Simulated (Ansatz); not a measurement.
Runs of Ansatz 0.2.0 on HfN. The structure is cubic, space group Fm-3m (No. 225). The conventional cell has a = 4.512 Å, b = 4.512 Å, c = 4.512 Å, α = 90.00°, β = 90.00°, γ = 90.00°. Hf (site symmetry m-3m) has 6 N at 2.26 Å as nearest neighbours. Around N (site symmetry m-3m) lie 6 Hf at 2.26 Å. 

```tsv
task	level	cell	k mesh	smearing	atoms under strain	mesh quality	gap on the mesh (eV)	pressure (GPa)	relaxed volume (Å³/atom)
single point	RPBE	as given	10 × 10 × 10	gaussian 0.1 eV	-	not flagged	none	11.3	-
single point	PBE	as given	10 × 10 × 10	gaussian 0.03 eV	-	not flagged	none	(b)	-
single point	RPBE	as given	10 × 10 × 10	gaussian 0.05 eV	-	not flagged	none	11.3	-
relaxation of cell and atoms	PBE0	relaxed	5 × 5 × 5	fermi-dirac 0.05 eV	-	coarse	none	0.0	11.55
relaxation of cell and atoms	BLYP+D3(BJ)	relaxed	10 × 10 × 10	fermi-dirac 0.05 eV	-	not flagged	-	0.0	11.56
relaxation of cell and atoms	revPBE+D3(BJ)	relaxed	10 × 10 × 10	fermi-dirac 0.05 eV	-	not flagged	-	0.0	11.46
elastic constants	LDA	as given	7 × 7 × 7	fermi-dirac 0.05 eV	relaxed	not flagged	none	(a)	-
relaxation of cell and atoms	RPBE+D4	relaxed	10 × 10 × 10	fermi-dirac 0.05 eV	-	not flagged	none	0.0	11.52
```

Alike in all rows: potentials or basis Ansatz PAW; no spin polarisation; cutoff (eV) 420.

Question: Estimate the missing entries.

Answer: (a) -8.1; (b) 6.6.

Caveats: some runs use coarse meshes; the PAW data sets come from PBE, with cores solved anew for the run's functional, which leaves a small shift of forces and pressure (some runs); the plane-wave basis is chosen anew once the cell has moved, so the energies of steps on either side of that aren't comparable (some runs); the cell is more than 3 GPa from zero pressure, which shifts response properties (some runs); elastic constants of metals need much finer meshes, so these are rough (some runs); pairwise dispersion overbinds metals, which lowers pressure and volume (some runs).

A k mesh can miss the band edges, and the runs leave out spin-orbit coupling on Hf.

A gap of «none» marks a metal or a gap under the smearing width.
